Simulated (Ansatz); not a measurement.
CoO: equation of state with PBEsol

The system is CoO.

```
Co O
1.0
     1.60222    0.92504    2.56647
    -1.60222    0.92504    2.56647
     0.00000   -1.85008    2.56647
Co O
1 1
Direct
  0.99898 0.99898 0.99898
  0.75102 0.75102 0.75102
```

Measurements of this composition are mostly on another form, of space group No. 225.

```
Program             : Ansatz 0.2.0
Task                : equation of state
Functional          : PBEsol
Potentials or basis : Ansatz PAW
Cutoff              : 420 eV
Density cutoff      : 1680 eV
k mesh              : 10 × 10 × 10
Occupations         : fermi-dirac, width 0.05 eV
Spin                : collinear spin, ferromagnetic start
Starting moments    : [2.0, 0.0] μB
```

- Equilibrium volume: 10.49 Å³/atom (rough: see the caveat)
- Bulk modulus at fixed shape and positions: 85 GPa (rough)

Energy against volume, from the lowest point:
```tsv
volume (Å³/atom)	energy (meV/atom)
10.727	0.00
10.955	4.22
11.183	11.15
11.411	20.98
11.640	33.72
11.868	49.24
12.096	67.49
```

All runs of the series together: 48 s on 2 threads of Arm Neoverse V2, with other jobs on the host.

Caveat: the fit is doubtful: noisy points or a state that changes with volume; the minimum lies outside the volumes run; the cell was scaled at fixed shape and fractional positions, which overstates the stiffness of a crystal with free parameters, most of all of layers and chains.
